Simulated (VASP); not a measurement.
Crystal: LiH.

```
Li H
1.0
     0.00000    2.00862    2.00862
     2.00862    0.00000    2.00862
     2.00862    2.00862    0.00000
Li H
1 1
Direct
  0.00000 0.00000 0.00000
  0.50000 0.50000 0.50000
```

The cell is a database's computed one.

- Program: VASP 6.6.1
- Task: relaxation of cell and atoms
- Functional: PBE
- Dispersion: D3(BJ)
- Potentials or basis: VASP PAW PBE potentials, release 64 (Li_sv, H)
- Cutoff: 600 eV
- k mesh: 10 × 10 × 10
- Occupations: gaussian, width 0.02 eV
- Spin: no spin polarisation

At the start: pressure -3.9 GPa; volume 8.10 Å³/atom.

Where does the relaxation end?

Over 4 steps the energy falls by 11.3 meV/atom and the volume is 7.23 Å³/atom (-10.8 %); space group Fm-3m (No. 225, to 0.05 Å).

The path:
| step | energy change (eV) | largest force (eV/Å) | pressure (GPa) | volume (Å³) |
| --- | --- | --- | --- | --- |
| 1 | 0.0000 | 0.0000 | -3.85 | 16.21 |
| 2 | -0.0098 | 0.0000 | -3.04 | 15.75 |
| 3 | -0.0221 | 0.0000 | -0.71 | 14.73 |
| 4 | -0.0227 | 0.0000 | 0.06 | 14.45 |

Final structure:
```
Li H
1.0
     0.00000    1.93323    1.93323
     1.93323    0.00000    1.93323
     1.93323    1.93323    0.00000
Li H
1 1
Cartesian
  3.8665 1.9332 1.9332
  1.9332 1.9332 1.9332
```

Caveat: the cutoff is under 1.25 times the usual one of these potentials, so pressure, stress and relaxed cells hold a basis-set (Pulay) error.
